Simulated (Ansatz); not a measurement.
# Pt (P6_3/mmc) in Ansatz: a series of runs, part 2 of 2

Ansatz 0.2.0. The steps go on from the part before.

### Step 10. Phonons, PBE

input.yaml reads:

```yaml
crystal:
  lattice:
    - [2.7606656158, 0.0, 0.0]
    - [-1.3803328079, 2.3908065546, 0.0]
    - [0.0, 0.0, 4.792134]
  atoms:
    - { symbol: Pt, position: [0.3333333333, 0.6666666667, 0.25] }
    - { symbol: Pt, position: [0.6666666667, 0.3333333333, 0.75] }
hamiltonian:
  xc: pbe
  pseudopotentials: { kind: paw }
kpoints:
  mp_grid: { grid: [10, 10, 6] }
scf:
  occupations: { method: fermi_dirac, width: 0.05 }
phonons:
  method: dfpt
  qmesh: [2, 2, 2]
  temperatures: { t_max: 1000, t_step: 100 }
  qpath:
    path:
      - [[0.0, 0.0, 0.0], [0.5, 0.0, 0.0], [0.3333333333, 0.3333333333, 0.0], [0.0, 0.0, 0.0], [0.0, 0.0, 0.5], [0.5, 0.0, 0.5], [0.3333333333, 0.3333333333, 0.5], [0.0, 0.0, 0.5]]
      - [[0.5, 0.0, 0.5], [0.5, 0.0, 0.0]]
      - [[0.3333333333, 0.3333333333, 0.0], [0.3333333333, 0.3333333333, 0.5]]
    npoints: 8
```

Potentials or basis: Ansatz PAW.

Started as:

```bash
ansatz run input.yaml --threads 2 --pin off --max-ram 5632MiB --backend cpu --events-out ev --progress --plain --runs-dir out
```

What it wrote:

```text
Warning: RAYON_NUM_THREADS=2 ignored (pool sized by the plan → 2); use --threads N
Engine: ansatz 0.2.0, x86_64-unknown-linux-gnu
Pseudopotentials: kind: paw
Pseudopotential: Pt, paw, valence charge 18, recommended cutoff 420 eV (normal), Pt.paw.azcp
Functional definition: PBE
  parameter kappa = 0.804
  parameter beta = 0.06672455060314922
  exchange = pbe_x(kappa = kappa, mu = beta*pi^2/3)
  correlation = pbe_c(beta = beta)
Crystal: 2 atoms, lattice volume = 31.629 Å³
Basis set: ecut = 420 eV, 623 PW (Γ), exchange–correlation on 40×40×72 points (8 copies of the dense FFT grid, shifted against one another)
Bands: 22, of which v1, the nominal top of the filled ones, is band 18 counted from 1 (17 counted from 0)
Symmetry: 24 space group operations
k-points: 56 of 600
Non-local potential: Pt, projectors of the file, l = 0: 3, l = 1: 2, l = 2: 2, l = 3: 1
PAW form: soft (Blöchl's): semilocal exchange-correlation on the pseudo side does not see the compensation charge
PAW one-centre angular grid: Pt, 590 points (default); XC on 64 Gauss nodes
Initial density: superposition of atomic densities (neutral atoms: chi_scale 0, normalization atom), corrected by the library's trained network
Initial wavefunctions: pseudopotential atomic-orbital guess
Functional: x = pbe(κ = 0.804, μ = 0.2195149727645171), c = pbe(β = 0.06672455060314922)
SCF iter   1: F=—  HF=-25045.912887 eV  |F-HF|=—  |Δ(HF+E_count)|=         —  Δρ=8.59e-3  dr2=8.32e-3  ethr=1.77e-3  ⟨swp⟩=5.2  Hψ=4787  notcnv=0
preconditioner: auto → Kerker (q_TF=auto, 2.788 Å⁻¹)  [metal: Δε(μ)=0.003 eV  Ē_g=9.056 eV  σ=0.050 eV  W_gap=0.02  n_scr=10 (ndim 8)  ℏωp=29.5 eV  f_vac=0.000  D(μ)=4.25/eV (n_scr^D=66)]
SCF iter   2: F=—  HF=-25045.914042 eV  |F-HF|=—  |Δ(HF+E_count)|=   1.15e-3  Δρ=4.00e-3  dr2=1.87e-3  ethr=2.31e-5  ⟨swp⟩=2.2  Hψ=2050  notcnv=0
SCF iter   3: F=—  HF=-25045.914210 eV  |F-HF|=—  |Δ(HF+E_count)|=   1.68e-4  Δρ=7.00e-4  dr2=6.51e-5  ethr=5.19e-6  ⟨swp⟩=2.4  Hψ=2049  notcnv=0
SCF iter   4: F=—  HF=-25045.914239 eV  |F-HF|=—  |Δ(HF+E_count)|=   2.91e-5  Δρ=9.79e-5  dr2=2.00e-6  ethr=1.81e-7  ⟨swp⟩=2.3  Hψ=1618  notcnv=0
SCF iter   5: F=—  HF=-25045.914242 eV  |F-HF|=—  |Δ(HF+E_count)|=   2.25e-6  Δρ=2.47e-5  dr2=1.41e-7  ethr=5.56e-9  ⟨swp⟩=2.0  Hψ=1786  notcnv=0
[... 20 lines left out ...]
Entropy (-TS):   -0.035409 eV (-17.704 meV/atom)
Fermi energy:    21.926029 eV
--- Per-component energies (eV) ---
  E_band       = -300.229397
  E_kinetic    = 1273.824277
  E_local      = -3054.283957  (includes V_loc(G=0)·N_el)
  E_nonlocal   = 399.826141
  E_hartree    = 1130.986030
  E_xc         = -522.977708
  E_vxc        = -604.892542  (∫ρ·V_xc dr)
  E_paw        = -18907.863237  (= ΣΔE_a)
  E_vpaw       = -576.675772  (= ΣTr[D̂ρ^β])
  E_aug_tail   = 0.000401  (compensation charges beyond the density's cutoff)
  E_ewald      = -5365.390779
  E_smearing   = -0.035409  (= −TS)
  E_closure    = -0.000000  (closes the sum)
  Σ components = -25045.914242   (vs F -25045.914242, Δ=0.00e0)
--- Band table (eV; the first three rows and the last of 56) ---
  k-point 0: bands = ["-76.3599", "-76.3409", "-30.6343", "-30.4577", "-30.4577", "-30.4180", "-30.4180", "-30.3068", "12.2465", "14.8826", "18.0078", "18.5172", "18.5172", "18.8812", "18.8812", "20.1449", "20.1449", "21.2178", "21.7200", "21.7200", "26.6208", "37.0277"]
  k-point 1: bands = ["-76.3586", "-76.3422", "-30.6127", "-30.4551", "-30.4551", "-30.4207", "-30.4207", "-30.3291", "12.4812", "14.8432", "17.9523", "18.4868", "18.4868", "18.8151", "18.8151", "20.2361", "20.3125", "20.3125", "21.6696", "21.6696", "28.0481", "36.3863"]
  k-point 2: bands = ["-76.3552", "-76.3457", "-30.5536", "-30.4478", "-30.4478", "-30.4280", "-30.4280", "-30.3899", "13.1295", "14.6101", "17.8640", "18.4638", "18.4638", "18.6647", "18.6647", "18.7864", "20.7083", "20.7083", "21.4876", "21.4876", "30.8786", "35.6538"]
  k-point 55: bands = ["-76.3241", "-76.3241", "-30.7493", "-30.7493", "-30.6722", "-30.6722", "-30.3940", "-30.3940", "16.7188", "16.7188", "17.5372", "17.5372", "18.2967", "18.2967", "19.5721", "19.5721", "21.8329", "21.8329", "27.2723", "27.2723", "29.2311", "29.2311"]
--- Phonons (Γ-DFPT): 2 representative perturbations + reference (Σ response iterations 6) ---
  ASR residual: 4.281e-4 → 0.000e0 eV/Å²; symmetrization residual: 6.265e-12 eV/Å²
  ASR residual per site (eV/Å²): 4.28e-4 4.28e-4
  Γ frequencies (cm⁻¹): -29.81 -29.81 0.00 0.00 0.00 162.87
--- Phonons (arbitrary-q DFPT): 4 irreducible q on the 2×2×2 mesh ---
  q = [0.0000, 0.0000, 0.0000] (star 1, of the zone-centre solve; hermiticity 1.70e-14, symmetrization 6.58e-13): -29.81 -29.81 -0.00 -0.00 -0.00 162.87
  q = [0.0000, 0.0000, -0.5000] (star 1, 2 solved perturbations in 180 linear systems a pass and spin channel, the states on 124 of 600 k-point pairs; hermiticity 8.43e-11, symmetrization 4.22e-11): -16.97 -16.97 -16.97 -16.97 114.52 114.52
  q = [0.0000, -0.5000, 0.0000] (star 3, 3 solved perturbations on 124 of 600 k-point pairs; hermiticity 4.46e-5, symmetrization 2.18e-5): 59.44 90.25 101.79 108.84 157.76 174.71
  q = [0.0000, -0.5000, -0.5000] (star 3, 3 solved perturbations on 124 of 600 k-point pairs; hermiticity 1.82e-5, symmetrization 1.12e-5): 91.81 91.81 95.40 95.40 168.67 168.67
  sum rule: each row above includes the acoustic sum rule's correction from the zone centre's row sums; it moved no ω² by more than (0.77 cm⁻¹)²
  mesh force constants: q→R imaginary residual 8.68e-18; ASR residual 4.281e-4 → 0.000e0 eV/Å²; symmetrization residual 1.243e-14 eV/Å²
  interpolated dispersion: 75 rows × 6 modes
  density of states and harmonic sums: on the 26×26×14 q-mesh, interpolated from the force constants of a 2×2×2 supercell (no non-analytic term)
  largest difference from the sums on the solved wave vectors: F 2.48e-1 eV, S 3.41e-4 and C_V 9.28e-5 eV/K
  zero-point energy: 0.038777 eV/cell   skipped modes (ω ≤ 0): 68, of them read as no rigid motion or as one in doubt: 65 (4.755e-2 modes/cell left out, lowest -29.81 cm⁻¹)   left out of the sums: 7.98e-3 of the cell's modes: C_V's classical limit lies that fraction below 3 k_B per atom; for a crystal, a wire or a layer, F and S can be off by more, and a phonons.interpolated_qmesh denser along its periods is the remedy for the sampling
```

phdos.tsv:

```text
# omega_inv_cm	omega_thz	g_bin_mean(omega)[modes/inv_cm]
# format = ansatz-phdos/2
# interpolated_qmesh = 26 26 14
# force_constants_supercell = 2 2 2
# lo_to_splitting: not included (the non-analytic LO-TO correction is not applied to the interpolated dynamical matrix; polar crystals: no LO-TO splitting at GAMMA, and LO and other optical branches, acoustic branches and sound speeds, and with them the density of states and the thermodynamics, can be off between the wave vectors that the force constants were sampled on, most near GAMMA; a larger extent of the force constants narrows that region and is not shown to mend the acoustic slopes)
# g_bin_mean(omega): the modes in a bin one row spacing wide, centred on omega, divided by that spacing. A flat band (one whose frequency is the same at every q-point) is counted whole in the row whose bin holds it (on the edge of two bins, in the lower row). The modes of the run's own cell are the sum of g_bin_mean times the row spacing in inv_cm (a plain sum, not the trapezoid rule); for a one-atom cell on a GAMMA-only q-mesh every row is zero, so that sum is 0, not 3
-29.805255	-0.893539	6.842501e-6
-29.396218	-0.881276	1.637088e-4
-28.987181	-0.869014	4.921784e-4
-28.578144	-0.856751	9.227246e-4
-28.169106	-0.844489	1.068872e-3
-27.760069	-0.832226	9.968231e-4
[... 493 lines left out ...]
174.304275	5.225511	3.346227e-3
174.713312	5.237773	2.013500e-4
```

Wall time 77 s (2 threads of Intel Xeon at 2.50GHz (Skylake/Cascade Lake), shared host); peak memory 0.62 GiB.

Results:

```yaml
Free_energy: -25045.9142 eV
Band_gap_on_the_k_mesh: none (metal or under the smearing width)
Highest_phonon_frequency: 175 cm⁻¹
Most_unstable_mode: 30i cm⁻¹
```

Phonon frequencies in cm⁻¹ (negative: imaginary):
| q point | frequencies |
| --- | --- |
| (0.000, 0.000, 0.000) | -30 -30 0 0 0 163 |
| (0.000, 0.000, -0.500) | -17 -17 -17 -17 115 115 |
| (0.000, -0.500, 0.000) | 59 90 102 109 158 175 |
| (0.000, -0.500, -0.500) | 92 92 95 95 169 169 |

Caveat: some modes are imaginary; the q mesh is small, so phonon branches between its points and thermal values are rough; some levels weren't fully converged.
